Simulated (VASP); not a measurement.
# Gd (Im-3m) in VASP: further runs

One crystal, Gd, is run at these levels: PBE, LDA; tasks: band structure.

All numbers are computed with VASP 6.6.1; they aren't measurements. Logs are shortened: lines on timing, memory, paths and dates and some standing lists are left out, and cuts for length are marked.

### Step 1. The structure

The structure is cubic, space group Im-3m (No. 229). Conventional cell: a = 4.050 Å, b = 4.050 Å, c = 4.050 Å, α = 90.00°, β = 90.00°, γ = 90.00°. Gd (site symmetry m-3m) is surrounded by 8 Gd at 3.51 Å.

This isn't the form of Gd at room conditions, which is hcp.

### Step 2. Band structure, PBE, collinear spin, ferromagnetic start

File INCAR:

```
SYSTEM = Gd
PREC = Accurate
ENCUT = 600
EDIFF = 1E-6
ISMEAR = -1
SIGMA = 0.05
LREAL = .FALSE.
LASPH = .TRUE.
NELM = 100
ALGO = Fast
ISIF = 2
LWAVE = .FALSE.
LCHARG = .FALSE.
ISPIN = 2
MAGMOM = 7
LORBIT = 11
LMAXMIX = 6
GGA = PE
```

File KPOINTS:

```
Automatic mesh
0
G
  7 7 7
  0 0 0
```

File POSCAR:

```
Gd
1.0
   -2.0250000000      2.0250000000      2.0250000000
    2.0250000000     -2.0250000000      2.0250000000
    2.0250000000      2.0250000000     -2.0250000000
Gd
1
Direct
    0.0000000000      0.0000000000      0.0000000000
```

File KPOINTS_OPT:

```
path GHNGPH,PN
10
line-mode
reciprocal
 0.0000000000  0.0000000000  0.0000000000  G
 0.5000000000 -0.5000000000  0.5000000000  H

 0.5000000000 -0.5000000000  0.5000000000  H
 0.0000000000  0.0000000000  0.5000000000  N

 0.0000000000  0.0000000000  0.5000000000  N
 0.0000000000  0.0000000000  0.0000000000  G

 0.0000000000  0.0000000000  0.0000000000  G
 0.2500000000  0.2500000000  0.2500000000  P

 0.2500000000  0.2500000000  0.2500000000  P
 0.5000000000 -0.5000000000  0.5000000000  H

 0.2500000000  0.2500000000  0.2500000000  P
 0.0000000000  0.0000000000  0.5000000000  N
```

Potentials or basis: VASP PAW PBE potentials, release 64 (Gd_3), 4f in core.

Launch:

```console
$ cat potpaw_PBE.64/Gd_3/POTCAR > POTCAR
$ mpirun -np 1 vasp_std > vasp.out
```

OUTCAR:

```text
SYSTEM = Gd
   PREC = Accurate
   ENCUT = 600
   EDIFF = 1E-6
   ISMEAR = -1
   LREAL = .FALSE.
   LASPH = .TRUE.
   NELM = 100
   ISIF = 2
   ISPIN = 2
   LORBIT = 11
   GGA = PE

 ion  position               nearest neighbor table
   1  0.000  0.000  0.000-

  LATTYP: Found a body centered cubic cell.
 ALAT       =     4.0500000000

  Lattice vectors:

 A1 = (  -2.0250000000,   2.0250000000,   2.0250000000)
 A2 = (   2.0250000000,  -2.0250000000,   2.0250000000)
 A3 = (   2.0250000000,   2.0250000000,  -2.0250000000)

Analysis of symmetry for initial positions (statically):
=====================================================================
 Subroutine PRICEL returns:
 Original cell was already a primitive cell.

 Routine SETGRP: Setting up the symmetry group for a
 body centered cubic supercell.

 Subroutine GETGRP returns: Found 48 space group operations
 (whereof 48 operations were pure point group operations)
 out of a pool of 48 trial point group operations.

The static configuration has the point symmetry O_h .

Analysis of symmetry for dynamics (positions and initial velocities):
=====================================================================
 Subroutine PRICEL returns:
 Original cell was already a primitive cell.

 Routine SETGRP: Setting up the symmetry group for a
 body centered cubic supercell.

 Subroutine GETGRP returns: Found 48 space group operations
 (whereof 48 operations were pure point group operations)
 out of a pool of 48 trial point group operations.

The dynamic configuration has the point symmetry O_h .

Analysis of structural, dynamic, and magnetic symmetry:
=====================================================================
 Subroutine PRICEL returns:
 Original cell was already a primitive cell.

 Routine SETGRP: Setting up the symmetry group for a
 body centered cubic supercell.

 Subroutine GETGRP returns: Found 48 space group operations
 (whereof 48 operations were pure point group operations)
 out of a pool of 48 trial point group operations.

The overall configuration has the point symmetry O_h .

 Subroutine INISYM returns: Found 48 space group operations
 (whereof 48 operations are pure point group operations),
 and found     1 'primitive' translations

----------------------------------------------------------------------------------------

                                     Primitive cell

  volume of cell :      33.2151

  direct lattice vectors                    reciprocal lattice vectors
    -2.025000000  2.025000000  2.025000000     0.000000000  0.246913580  0.246913580
     2.025000000 -2.025000000  2.025000000     0.246913580  0.000000000  0.246913580
     2.025000000  2.025000000 -2.025000000     0.246913580  0.246913580  0.000000000

[... 121 lines left out ...]
  free energy    TOTEN  =        -4.46863318 eV

  energy without entropy =       -4.44916729  energy(sigma->0) =       -4.45890024

 E-fermi :   3.3323     XC(G=0):  -9.7237

 val. band max:        3.3060741189   @ k =   0.4286   0.1429   0.0000
 cond. band min:       3.3382962655   @ k =   0.4286   0.1429   0.0000
 fundamental gap:      0.0322221466
 Fermi energy:         3.3323354655

 spin component 1

 k-point     1 :       0.0000    0.0000    0.0000
  band No.  band energies     occupation
      1     -18.3789      1.00000
      2     -18.3789      1.00000
      3     -18.3789      1.00000
      4      -1.5309      1.00000
      5       4.9077      0.00000
      6       4.9077      0.00000
      7       4.9077      0.00000
      8       7.0742      0.00000
      9       7.0742      0.00000
     10       8.7444      0.00000
     11      13.4710      0.00000
     12      13.4710      0.00000
[... 271 lines left out ...]
 k-point    20 :      -0.4286    0.4286    0.4286
  band No.  band energies     occupation
      1     -18.8848      1.00000
      2     -18.8583      1.00000
      3     -18.8583      1.00000
      4       1.7482      1.00000
      5       1.7811      1.00000
      6       7.5668      0.00000
      7       7.5668      0.00000
      8       8.5770      0.00000
      9       8.7484      0.00000
     10       8.7856      0.00000
     11      11.2646      0.00000
     12      11.2646      0.00000
 Fermi energy:         3.3323354655

 spin component 2

 k-point     1 :       0.0000    0.0000    0.0000
  band No.  band energies     occupation
      1     -18.3675      1.00000
      2     -18.3675      1.00000
      3     -18.3675      1.00000
      4      -1.5030      1.00000
      5       4.9413      0.00000
      6       4.9413      0.00000
      7       4.9413      0.00000
      8       7.0807      0.00000
      9       7.0807      0.00000
     10       8.7530      0.00000
     11      13.5009      0.00000
     12      13.5009      0.00000
[... 271 lines left out ...]
 k-point    20 :      -0.4286    0.4286    0.4286
  band No.  band energies     occupation
      1     -18.8719      1.00000
      2     -18.8455      1.00000
      3     -18.8455      1.00000
      4       1.7633      1.00000
      5       1.7967      1.00000
      6       7.5967      0.00000
      7       7.5967      0.00000
      8       8.6094      0.00000
      9       8.7580      0.00000
     10       8.8098      0.00000
     11      11.2944      0.00000
     12      11.2944      0.00000

------------------------ aborting loop because EDIFF is reached ----------------------------------------

  FORCE on cell =-STRESS in cart. coord.  units (eV):
  Direction    XX          YY          ZZ          XY          YZ          ZX
  --------------------------------------------------------------------------------------
  -------------------------------------------------------------------------------------
  Total       -0.1254396     -0.1254396     -0.1254396      0.0000000      0.0000000      0.0000000
  in kB       -6.0507648     -6.0507648     -6.0507648      0.0000000      0.0000000      0.0000000
  external PRESSURE =      -6.0507648 kB  Pullay stress =       0.0000000 kB

 VOLUME and BASIS-vectors are now :
 -----------------------------------------------------------------------------
  energy-cutoff  :      600.00
  volume of cell :       33.22
      direct lattice vectors                 reciprocal lattice vectors
    -2.025000000  2.025000000  2.025000000     0.000000000  0.246913580  0.246913580
     2.025000000 -2.025000000  2.025000000     0.246913580  0.000000000  0.246913580
     2.025000000  2.025000000 -2.025000000     0.246913580  0.246913580  0.000000000

 POSITION                                       TOTAL-FORCE (eV/Angst)
 -----------------------------------------------------------------------------------
      0.00000      0.00000      0.00000         0.000000      0.000000      0.000000
 -----------------------------------------------------------------------------------
    total drift:                                0.000000     -0.000000     -0.000000

  FREE ENERGIE OF THE ION-ELECTRON SYSTEM (eV)
  ---------------------------------------------------
  free  energy   TOTEN  =        -4.4686331782 eV

  energy  without entropy=       -4.4491672932  energy(sigma->0) =       -4.45890024

 total charge

# of ion       s       p       d       tot
------------------------------------------
    1        0.344   6.225   1.110   7.679

 magnetization (x)

# of ion       s       p       d       tot
------------------------------------------
    1        0.000   0.004   0.023   0.026
```

stdout:

```text
POSCAR found type information on POSCAR Gd
 POSCAR found :  1 types and       1 ions
 scaLAPACK will be used
 LDA part: xc-table for (Slater+PW92), standard interpolation
 POSCAR, INCAR and KPOINTS ok, starting setup
 FFT: planning ... GRIDC
 FFT: planning ... GRID_SOFT
 FFT: planning ... GRID
 WAVECAR not read
 entering main loop
 Start KPOINTS_OPT (optional k-point list driver)
k-point batch [1-20\60]
k-point batch [21-40\60]
k-point batch [41-60\60]
```

It took 25 s on 1 thread of Intel Xeon 6975P-C (Granite Rapids), shared host; peak memory 0.19 GiB.

What came out:

```yaml
Free_energy: -4.4686 eV
Pressure: -0.6 GPa
Band_gap_along_the_path: none (metal or under the smearing width)
Net_moment: 0.04 μB per cell
Site_moments: Gd +0.03 μB
Valence_electrons_inside_the_program's_atomic_spheres: Gd 7.68
```

Levels at the corners of the path, in eV from the Fermi level:
Spin up:
| point | band 1 | band 2 | band 3 | band 4 | band 5 | band 6 | band 7 | band 8 | band 9 | band 10 |
| --- | --- | --- | --- | --- | --- | --- | --- | --- | --- | --- |
| Γ | -21.71 | -21.71 | -21.71 | -4.86 | 1.58 | 1.58 | 1.58 | 3.74 | 3.74 | 5.41 |
| H | -22.22 | -22.22 | -22.22 | -1.75 | -1.75 | 5.41 | 5.79 | 5.79 | 5.79 | 6.04 |
| H | -22.22 | -22.22 | -22.22 | -1.75 | -1.75 | 5.41 | 5.79 | 5.79 | 5.79 | 6.04 |
| N | -22.44 | -21.95 | -21.72 | -2.22 | -0.05 | 1.31 | 3.68 | 4.45 | 5.41 | 6.47 |
| N | -22.44 | -21.95 | -21.72 | -2.22 | -0.05 | 1.31 | 3.68 | 4.45 | 5.41 | 6.47 |
| Γ | -21.71 | -21.71 | -21.71 | -4.86 | 1.58 | 1.58 | 1.58 | 3.74 | 3.74 | 5.41 |
| Γ | -21.71 | -21.71 | -21.71 | -4.86 | 1.58 | 1.58 | 1.58 | 3.74 | 3.74 | 5.41 |
| P | -22.08 | -22.08 | -22.08 | -0.11 | -0.11 | -0.11 | 4.59 | 4.59 | 5.16 | 5.43 |
| P | -22.08 | -22.08 | -22.08 | -0.11 | -0.11 | -0.11 | 4.59 | 4.59 | 5.16 | 5.43 |
| H | -22.22 | -22.22 | -22.22 | -1.75 | -1.75 | 5.41 | 5.79 | 5.79 | 5.79 | 6.04 |
| P | -22.08 | -22.08 | -22.08 | -0.11 | -0.11 | -0.11 | 4.59 | 4.59 | 5.16 | 5.43 |
| N | -22.44 | -21.95 | -21.72 | -2.22 | -0.05 | 1.31 | 3.68 | 4.45 | 5.41 | 6.47 |
Spin down:
```
point  band 2  band 3  band 4  band 5  band 6  band 7  band 8  band 9
    Γ  -21.70  -21.70   -4.84    1.61    1.61    1.61    3.75    3.75
    H  -22.20  -22.20   -1.73   -1.73    5.42    5.81    5.81    5.81
    H  -22.20  -22.20   -1.73   -1.73    5.42    5.81    5.81    5.81
    N  -21.93  -21.70   -2.19   -0.02    1.33    3.69    4.46    5.42
    N  -21.93  -21.70   -2.19   -0.02    1.33    3.69    4.46    5.42
    Γ  -21.70  -21.70   -4.84    1.61    1.61    1.61    3.75    3.75
    Γ  -21.70  -21.70   -4.84    1.61    1.61    1.61    3.75    3.75
    P  -22.06  -22.06   -0.08   -0.08   -0.08    4.60    4.60    5.20
    P  -22.06  -22.06   -0.08   -0.08   -0.08    4.60    4.60    5.20
    H  -22.20  -22.20   -1.73   -1.73    5.42    5.81    5.81    5.81
    P  -22.06  -22.06   -0.08   -0.08   -0.08    4.60    4.60    5.20
    N  -21.93  -21.70   -2.19   -0.02    1.33    3.69    4.46    5.42
```

Caveat: spin-orbit coupling is left out, which moves the levels of the heavy elements; the 4f electrons are frozen in the core as for a trivalent ion, so they carry no moment and show no levels. The state reached can hang on the start; a lower one may exist.

### Step 3. Band structure, PBE, collinear spin, ferromagnetic start

File INCAR:

```
SYSTEM = Gd
PREC     = Accurate       ! precision mode
ENCUT    = 600            ! plane-wave cutoff, eV
EDIFF    = 1E-6           ! SCF threshold, eV
ISMEAR   = -1             ! smearing method
SIGMA    = 0.05           ! smearing width, eV
LREAL    = .False.        ! projectors in reciprocal space
LASPH    = .True.         ! aspherical terms in the spheres
NELM     = 100            ! most SCF steps
ALGO     = Fast           ! electronic algorithm
ISIF     = 2              ! what is computed and relaxed
LWAVE    = .False.        ! write WAVECAR
LCHARG   = .False.        ! write CHGCAR
ISPIN    = 2              ! spin polarisation
MAGMOM   = 7              ! initial moments
LORBIT   = 11             ! projections on sites
LMAXMIX  = 6              ! l up to which the mixer works
GGA      = PE             ! functional
```

File KPOINTS:

```
Automatic mesh
0
Gamma
  9 9 9
  0 0 0
```

POSCAR is that of step 2.

KPOINTS_OPT, as its differences from that of step 2:

```diff
@@ -1,3 +1,3 @@
 path GHNGPH,PN
-10
+15
 line-mode
```

Potentials or basis: VASP PAW PBE potentials, release 64 (Gd).

Launch:

```console
$ cat potpaw_PBE.64/Gd/POTCAR > POTCAR
$ mpirun -np 1 vasp_std > vasp.out
```

Wall time 2.6 min (1 thread of Intel Xeon 6975P-C (Granite Rapids), shared host); peak memory 0.23 GiB.

It converged, with:

- Free energy: -11.6253 eV
- Pressure: 0.9 GPa
- Band gap along the path: none (metal or under the smearing width)
- Net moment: 7.60 μB per cell
- Site moments: Gd +7.00 μB
- Valence electrons inside the program's atomic spheres: Gd 15.20

Levels at the corners of the path, in eV from the Fermi level:
Spin up:
```tsv
point	band 9	band 10	band 11	band 12	band 13	band 14	band 15	band 16	band 17
Γ	-4.82	-4.82	-4.82	-4.79	1.28	1.28	1.28	3.51	3.51
H	-4.80	-4.80	-4.80	-1.91	-1.91	5.45	5.45	5.56	5.86
H	-4.80	-4.80	-4.80	-1.91	-1.91	5.45	5.45	5.45	5.86
N	-4.82	-4.82	-4.81	-2.43	-0.31	1.08	3.40	4.18	6.13
N	-4.82	-4.82	-4.81	-2.43	-0.31	1.08	3.40	4.18	6.12
Γ	-4.82	-4.82	-4.82	-4.79	1.28	1.28	1.28	3.51	3.51
Γ	-4.82	-4.82	-4.82	-4.79	1.28	1.28	1.28	3.51	3.51
P	-4.85	-4.85	-4.85	-0.36	-0.36	-0.36	4.30	4.30	4.94
P	-4.85	-4.85	-4.85	-0.36	-0.36	-0.36	4.30	4.30	4.94
H	-4.80	-4.80	-4.80	-1.91	-1.91	5.45	5.46	5.54	5.86
P	-4.85	-4.85	-4.85	-0.36	-0.36	-0.36	4.30	4.30	4.94
N	-4.82	-4.82	-4.81	-2.43	-0.31	1.08	3.40	4.18	6.13
```
Spin down:
| point | band 3 | band 4 | band 5 | band 6 | band 7 | band 8 |
| --- | --- | --- | --- | --- | --- | --- |
| Γ | -19.95 | -19.95 | -4.21 | 0.35 | 0.35 | 0.35 |
| H | -20.52 | -20.52 | -1.15 | -1.15 | 0.41 | 0.47 |
| H | -20.52 | -20.52 | -1.15 | -1.15 | 0.41 | 0.47 |
| N | -20.21 | -19.96 | -1.54 | 0.36 | 0.41 | 0.49 |
| N | -20.21 | -19.96 | -1.54 | 0.36 | 0.41 | 0.49 |
| Γ | -19.95 | -19.95 | -4.21 | 0.35 | 0.35 | 0.35 |
| Γ | -19.95 | -19.95 | -4.21 | 0.35 | 0.35 | 0.35 |
| P | -20.37 | -20.37 | 0.43 | 0.43 | 0.43 | 0.47 |
| P | -20.37 | -20.37 | 0.43 | 0.43 | 0.43 | 0.47 |
| H | -20.52 | -20.52 | -1.15 | -1.15 | 0.41 | 0.47 |
| P | -20.37 | -20.37 | 0.43 | 0.43 | 0.43 | 0.47 |
| N | -20.21 | -19.96 | -1.54 | 0.36 | 0.41 | 0.49 |

Caveat: spin-orbit coupling is left out, which moves the levels of the heavy elements.

### Step 4. Band structure, LDA, collinear spin, ferromagnetic start

POSCAR is that of step 3.

File INCAR.step1:

```
  PREC = Accurate
  ENCUT = 520
  EDIFF = 1E-6
  ISMEAR = -1
  SIGMA = 0.05
  LREAL = False
  LASPH = True
  NELM = 100
  ALGO = Normal
  ISIF = 2
  LWAVE = False
  LCHARG = True
  ISPIN = 2
  MAGMOM = 7
  LORBIT = 11
  LMAXMIX = 6
  GGA = CA
  NBANDS = 19
```

File KPOINTS.step1:

```
regular mesh
0
Gamma
  7 7 7
```

File INCAR.step2:

```
  PREC = Accurate
  ENCUT = 520
  EDIFF = 1E-6
  ISMEAR = 0
  SIGMA = 0.05
  LREAL = False
  LASPH = True
  NELM = 100
  ALGO = Normal
  ISIF = 2
  LWAVE = False
  LCHARG = False
  ISPIN = 2
  MAGMOM = 7
  LORBIT = 11
  LMAXMIX = 6
  GGA = CA
  NBANDS = 19
  ICHARG = 11
```

File KPOINTS.step2:

```
path GHNGPH,PN
15
line-mode
reciprocal
 0.0000000000  0.0000000000  0.0000000000  G
 0.5000000000 -0.5000000000  0.5000000000  H

 0.5000000000 -0.5000000000  0.5000000000  H
 0.0000000000  0.0000000000  0.5000000000  N

 0.0000000000  0.0000000000  0.5000000000  N
 0.0000000000  0.0000000000  0.0000000000  G

 0.0000000000  0.0000000000  0.0000000000  G
 0.2500000000  0.2500000000  0.2500000000  P

 0.2500000000  0.2500000000  0.2500000000  P
 0.5000000000 -0.5000000000  0.5000000000  H

 0.2500000000  0.2500000000  0.2500000000  P
 0.0000000000  0.0000000000  0.5000000000  N
```

Launch:

```console
$ cat potpaw_PBE.64/Gd/POTCAR > POTCAR
$ cp INCAR.step1 INCAR
$ cp KPOINTS.step1 KPOINTS
$ mpirun -np 1 vasp_std > vasp.out
$ cp INCAR.step2 INCAR
$ cp KPOINTS.step2 KPOINTS
$ mpirun -np 1 vasp_std > vasp.out
```

Wall time 3 min (1 thread of AMD EPYC 7R43 (Zen 3), shared host); peak memory 0.18 GiB.

The run converged. Its results:

```
Band gap along the path : none (metal or under the smearing width)
Net moment              : 7.45 μB per cell
```

Levels at the corners of the path, in eV from the Fermi level:
Spin up:
```
point  band 10  band 11  band 12  band 13  band 14  band 15  band 16  band 17
    Γ    -4.38    -4.38    -4.35     1.30     1.30     1.30     3.52     3.52
    H    -4.36    -4.36    -1.88    -1.88     5.50     5.50     5.50     6.01
    H    -4.36    -4.36    -1.88    -1.88     5.50     5.50     5.50     6.01
    N    -4.38    -4.37    -2.38    -0.28     1.25     3.41     4.19     6.17
    N    -4.38    -4.37    -2.38    -0.28     1.25     3.41     4.19     6.17
    Γ    -4.38    -4.38    -4.35     1.30     1.30     1.30     3.52     3.52
    Γ    -4.38    -4.38    -4.35     1.30     1.30     1.30     3.52     3.52
    P    -4.41    -4.41    -0.27    -0.27    -0.27     4.31     4.31     4.97
    P    -4.41    -4.41    -0.27    -0.27    -0.27     4.31     4.31     4.97
    H    -4.36    -4.36    -1.88    -1.88     5.50     5.50     5.50     6.01
    P    -4.41    -4.41    -0.27    -0.27    -0.27     4.31     4.31     4.97
    N    -4.38    -4.37    -2.38    -0.28     1.25     3.41     4.19     6.17
```
Spin down:
```
point  band 1  band 2  band 3  band 4  band 5  band 6  band 7  band 8  band 9  band 10
    Γ  -41.90  -19.79  -19.79  -19.79   -4.29    0.22    0.22    0.22    0.52     0.52
    H  -41.75  -20.39  -20.39  -20.39   -1.18   -1.18    0.26    0.34    0.34     0.34
    H  -41.75  -20.39  -20.39  -20.39   -1.18   -1.18    0.26    0.34    0.34     0.34
    N  -41.82  -20.66  -20.07  -19.80   -1.64    0.23    0.28    0.34    0.45     0.47
    N  -41.82  -20.66  -20.07  -19.80   -1.64    0.23    0.28    0.34    0.45     0.47
    Γ  -41.90  -19.79  -19.79  -19.79   -4.29    0.22    0.22    0.22    0.52     0.52
    Γ  -41.90  -19.79  -19.79  -19.79   -4.29    0.22    0.22    0.22    0.52     0.52
    P  -41.81  -20.23  -20.23  -20.23    0.32    0.33    0.33    0.33    0.44     0.44
    P  -41.81  -20.23  -20.23  -20.23    0.32    0.33    0.33    0.33    0.44     0.44
    H  -41.75  -20.39  -20.39  -20.39   -1.18   -1.18    0.26    0.34    0.34     0.34
    P  -41.81  -20.23  -20.23  -20.23    0.32    0.33    0.33    0.33    0.44     0.44
    N  -41.82  -20.66  -20.07  -19.80   -1.64    0.23    0.28    0.34    0.45     0.47
```

Caveat: the log is that of the step along the path at fixed density, whose energy, stress, charges and moments have no meaning; the PAW data sets were made with another functional, which shifts forces and pressure a little; spin-orbit coupling is left out, which moves the levels of the heavy elements. The state reached can hang on the start; a lower one may exist.

### Step 5. Summary

| level | potentials or basis | k mesh | cutoff (eV) | other keys | pressure (GPa) | moment (μB) |
| --- | --- | --- | --- | --- | --- | --- |
| PBE | VASP PAW PBE potentials, release 64 (Gd_3), 4f in core | 7 × 7 × 7 | 600 | - | -0.6 | 0.04 |
| PBE | VASP PAW PBE potentials, release 64 (Gd) | 9 × 9 × 9 | 600 | k = 9 × 9 × 9 | 0.9 | 7.60 |
| LDA | VASP PAW PBE potentials, release 64 (Gd) | 7 × 7 × 7 | 520 | - | - | 7.45 |

Alike in all rows: task band structure; spin collinear, ferromagnetic start; cell as given; smearing fermi-dirac 0.05 eV.

Caveats: spin-orbit coupling is left out, which moves the levels of the heavy elements; the 4f electrons are frozen in the core as for a trivalent ion, so they carry no moment and show no levels (some runs); the PAW data sets were made with another functional, which shifts forces and pressure a little (some runs).

Total energies depend on the potentials used, so only differences within one code and one set of settings carry meaning.
